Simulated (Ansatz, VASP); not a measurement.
# One calculation of TePb, two programs

```
Pb Te
1.0
     0.00000    3.27352    3.27352
     3.27352    0.00000    3.27352
     3.27352    3.27352    0.00000
Pb Te
1 1
Direct
  0.00000 0.00000 0.00000
  0.50000 0.50000 0.50000
```

Alike in both runs: task single point; functional LDA; k mesh 7 × 7 × 7; occupations fermi-dirac, width 0.05 eV; no spin polarisation.

```csv
,VASP,Ansatz
version,VASP 6.6.1,Ansatz 0.2.0
potentials or method,"VASP PAW LDA potentials, release 64 (Pb_d, Te)",Ansatz PAW
plane-wave cutoff (eV),520,420
valence electrons in the cell,20,30
```

Ansatz gave:

| Quantity | Value |
| --- | --- |
| gap on the k mesh at the Fermi level (eV) | 0.99 |
| least direct gap on the mesh (eV) | 0.99 |
| pressure (GPa) | -3.2 |

**Question.** Which values does VASP return?

**Answer.** gap on the k mesh at the Fermi level (eV): 0.98; least direct gap on the mesh (eV): 0.98; pressure (GPa): -3.1.

The two sets of potentials don't hold the same shells in valence.

Caveats: the PAW data sets come from PBE, with cores solved anew for the run's functional, which leaves a small shift of forces and pressure (Ansatz). Spin-orbit coupling is left out, which matters for the levels of Pb, Te.
